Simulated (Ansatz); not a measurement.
# MnO: the cost of one run

Program: Ansatz 0.2.0. Level of theory: DFT LDA, scalar-relativistic. These are calculated values, not measurements.

### 1 Starting point

It takes space group Fm-3m (No. 225, cubic). Conventional cell: a = 4.444 Å, b = 4.444 Å, c = 4.444 Å, α = 90.00°, β = 90.00°, γ = 90.00°. Mn (site symmetry m-3m) has 6 O at 2.22 Å as nearest neighbours. Around O (site symmetry m-3m) lie 6 Mn at 2.22 Å.

Structure file:

```cif
data_structure
_symmetry_space_group_name_H-M 'P 1'
_symmetry_Int_Tables_number 1
_cell_length_a 3.1424
_cell_length_b 3.1424
_cell_length_c 3.1424
_cell_angle_alpha 60.000
_cell_angle_beta 60.000
_cell_angle_gamma 60.000
_cell_volume 21.94
loop_
_atom_site_label
_atom_site_type_symbol
_atom_site_fract_x
_atom_site_fract_y
_atom_site_fract_z
_atom_site_occupancy
Mn1 Mn 0.00000 0.00000 0.00000 1
O1 O 0.50000 0.50000 0.50000 1
```

Atoms are numbered in the order of the input: Mn1, O2.

### 2 The deformed structure

Space group Fm-3m before, R-3m after.

### 3 Full-potential LAPW

input.yaml

```yaml
crystal:
  lattice:
    - [-0.04444, 2.19978, 2.19978]
    - [2.19978, -0.04444, 2.19978]
    - [2.19978, 2.19978, -0.04444]
  atoms:
    - { symbol: Mn, position: [0.0, 0.0, 0.0], spin: 4.0 }
    - { symbol: O, position: [0.5, 0.5, 0.5] }
magnetization:
  spin_polarized: true
kpoints:
  mp_grid: { grid: [16, 16, 16] }
  band_path:
    path:
      - [0.0, 0.0, 0.0]
      - [0.5, 0.5, 0.5]
      - [0.2551801333, 0.5, 0.7448198667]
      - [-0.2551801333, 0.2551801333, 0.5]
      - [0.0, 0.0, 0.5]
      - [0.0, 0.0, 0.0]
      - [-0.3775900666, 0.0, 0.3775900666]
      - [0.0, 0.3775900666, 0.6224099334]
      - [0.0, 0.5, 0.5]
    npoints: 5
scf:
  occupations: { method: fermi_dirac, width: 0.05 }
hamiltonian:
  xc: lda
  pseudopotentials: { kind: all_electron, lapw: { basis_error: 0.00025 } }
output:
  forces: true
  stress: true
  eigenvalues: true
```

Launch:

```sh
$ ansatz run input.yaml --threads 1 --pin off --max-ram 3072MiB --backend cpu --events-out ev --progress --plain --runs-dir out
```

**Question.** How long does this run take on 1 thread of Arm Neoverse V1, shared host, and how much memory does it need?

About 3.4 min, with a peak of 1.5 GiB.
